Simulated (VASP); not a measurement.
Wanted: the native input for a VASP 6.6.1 run.

* Task: single point
* Functional: revPBE
* Potentials or basis: VASP PAW PBE potentials, release 64 (Mo_sv)
* Cutoff: 520 eV
* k mesh: 15 × 15 × 4
* Occupations: fermi-dirac, width 0.1 eV
* Spin: no spin polarisation
* Dipole correction: no
* Further INCAR settings: ALGO = Fast; EDIFF = 1e-06; NBANDS = 36

The structure of Mo lies in POSCAR:

```
Mo
1.0
    2.8186349783      0.0000000000      0.0000000000
   -1.4093174891      2.4410094952      0.0000000000
    0.0000000000      0.0000000000      9.8241825236
Mo
4
Direct
    1.0000000000      0.0000000000      1.0000000000
    0.0000000000      0.0000000000      0.5000000000
    0.3333333333      0.6666666667      0.2500000000
    0.6666666667      0.3333333333      0.7500000000
```

This isn't the form of Mo at room conditions, which is bcc.

One way to write it, as run:

INCAR

```
SYSTEM = Mo
ALGO = Fast
EDIFF = 1E-6
ENCUT = 520
GGA = RE
ISIF = 2
ISMEAR = -1
LASPH = .True.
LCHARG = .False.
LREAL = .False.
LWAVE = .False.
NBANDS = 36
NELM = 60
PREC = Accurate
SIGMA = 0.1
```

KPOINTS

```
k-points
0
Gamma
  15 15 4
  0 0 0
```

Potentials or basis: VASP PAW PBE potentials, release 64 (Mo_sv).

Command:

```console
$ cat potpaw_PBE.64/Mo_sv/POTCAR > POTCAR
$ mpirun -np 1 vasp_std > vasp.out
```

It gave:

* Pressure: -8.0 GPa
* Band gap on the k mesh: none (metal or under the smearing width)

Caveat: the PAW data sets were made with another functional, which shifts forces and pressure a little.

It took 2.4 min on 1 thread of Intel(R) Xeon(R) Platinum 8559C (Emerald Rapids), with other jobs on the host, peak memory 0.29 GiB.
